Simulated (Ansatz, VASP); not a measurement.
## HgTe in VASP and in Ansatz

INCAR

```
ALGO     = Normal         # electronic algorithm
EDIFF    = 1E-8           # SCF threshold, eV
ENCUT    = 520            # plane-wave cutoff, eV
GGA      = PE             # functional
ISIF     = 2              # what is computed and relaxed
ISMEAR   = -1             # smearing method
LASPH    = True           # aspherical terms in the spheres
LCHARG   = False          # write CHGCAR
LEFG     = True         
LREAL    = False          # projectors in reciprocal space
LWAVE    = False          # write WAVECAR
NBANDS   = 16             # bands
NELM     = 60             # most SCF steps
PREC     = Accurate       # precision mode
SIGMA    = 0.08           # smearing width, eV
```

Contents of KPOINTS:

```
k-points
0
Gamma
  10 10 10
```

File POSCAR:

```
HgTe
1.0
    0.0000000000      2.9215000000      2.8630700000
    2.9215000000      0.0000000000      2.8630700000
    2.9215000000      2.9215000000      0.0000000000
Hg Te
1 1
Direct
    0.0000000000      0.0000000000      0.0000000000
    0.5000000000      0.5000000000      0.5000000000
```

Input for Ansatz:

```yaml
crystal:
  lattice:
    - [0.0, 2.9215, 2.86307]
    - [2.9215, 0.0, 2.86307]
    - [2.9215, 2.9215, 0.0]
  atoms:
    - { symbol: Hg, position: [0.0, 0.0, 0.0] }
    - { symbol: Te, position: [0.5, 0.5, 0.5] }
kpoints:
  mp_grid: { grid: [10, 10, 10] }
scf:
  occupations: { method: fermi_dirac, width: 0.08 }
hamiltonian:
  xc: pbe
  pseudopotentials: { kind: paw }
output:
  forces: true
  stress: true
  eigenvalues: true
  efg: { contact_densities: true }
  write_density: true
  write_potential: true
  elf: true
  volumetric_format: npy
```

Change from the starting cell: zz strain of -2 %, PAW files.

Alike in both runs: task electric field gradients; functional PBE; k mesh 10 × 10 × 10; occupations fermi-dirac, width 0.08 eV; no spin polarisation.

```csv
,VASP,Ansatz
version,VASP 6.6.1,Ansatz 0.2.0
potentials or method,"VASP PAW PBE potentials, release 64 (Hg, Te)","PAW with Ansatz's default frozen-core files, scalar-relativistic"
plane-wave cutoff (eV),520,420
valence electrons in the cell,18,36
```

|  | VASP | Ansatz | Ansatz less VASP |
| --- | --- | --- | --- |
| pressure (GPa) | 12.8 | 12.5 | -0.27 |
| largest component of the traceless stress (GPa) | 2.25 | 2.21 | -0.041 |
| Vzz of the field gradient on the site that differs most (V/Å²) | -42.2 | -29.8 | +12.40 |

The two sets of potentials don't hold the same shells in valence. Ansatz warned: «gradients_without_spin_orbit».

The runs have no spin-orbit coupling, so splittings on Hg, Te are missing.
